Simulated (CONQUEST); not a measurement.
BN in CONQUEST: convergence with supercell

Input of the first run (supercell 1 boxes an edge, Gamma point alone); the others differ in this setting and in those tied to it:

File Conquest_input:

```
IO.Title BN
IO.Coordinates coords.dat
IO.FractionalAtomicCoords T
IO.Iprint 2
IO.Iprint_init 1
General.NumberOfSpecies 2
General.PseudopotentialType hamann
AtomMove.TypeOfRun static
AtomMove.FullStress T
Grid.GridCutoff 150
DM.SolutionMethod diagon
Diag.MPMesh T
Diag.GammaCentred T
Diag.MPMeshX 1
Diag.MPMeshY 1
Diag.MPMeshZ 1
Diag.kT 0.00183747
minE.SCTolerance 1e-6
SC.MaxIters 100
IO.AtomChargeOutput T
%block ChemicalSpeciesLabel
1 14.010 N
2 10.810 B
%endblock
```

Contents of coords.dat:

```
    4.8452022313     0.0000000000     0.0000000000
    0.0000000000     4.8452022313     0.0000000000
    0.0000000000     0.0000000000     6.8521507073
4
  0.0000000000   0.5000000000   0.7500000000 1 T T T
  0.5000000000   0.0000000000   0.2500000000 1 T T T
  0.0000000000   0.0000000000   0.0000000000 2 T T T
  0.5000000000   0.5000000000   0.5000000000 2 T T T
```

Potentials or basis: PseudoDojo NC PBE, SZ, grid cutoff 150 Ha.

The run is started by

```console
$ OMP_NUM_THREADS=1 Conquest
```

The cell is a database's computed one.

Hardware: 1 thread of Intel(R) Xeon(R) Platinum 8259CL CPU @ 2.50GHz (Skylake/Cascade Lake) (shared host).

```
                         supercell  energy less the tightest run, at zero smearing (meV/atom)  pressure (GPa)  gap on the mesh (eV)  SCF cycles  CPU time (s)  peak memory (GiB)
1 boxes an edge, Gamma point alone                                                    5178.20          132.18                 5.856           7            11               0.21
2 boxes an edge, Gamma point alone                                                     368.55           29.67                 6.801           6            71                1.3
3 boxes an edge, Gamma point alone                                                       0.00           20.44                 6.930           6           270                4.8
```

Not settled before the last step: the energy (to 1 meV/atom), the pressure (to 0.1 GPa), the gap on the mesh (to 0.01 eV). The tightest run that finished is the yardstick and may itself not be fully converged.

Caveat, for the tightest run too: the k mesh is coarse (spacing up to 0.82 Å⁻¹), so the values aren't converged; the atomic basis is small; the result breaks the symmetry of the cell; an odd mesh through Γ misses points on the zone boundary, where band edges often lie; the basis of atomic orbitals isn't converged, which shifts pressures, moduli and gaps; the real-space grid breaks the cell's symmetry a little.
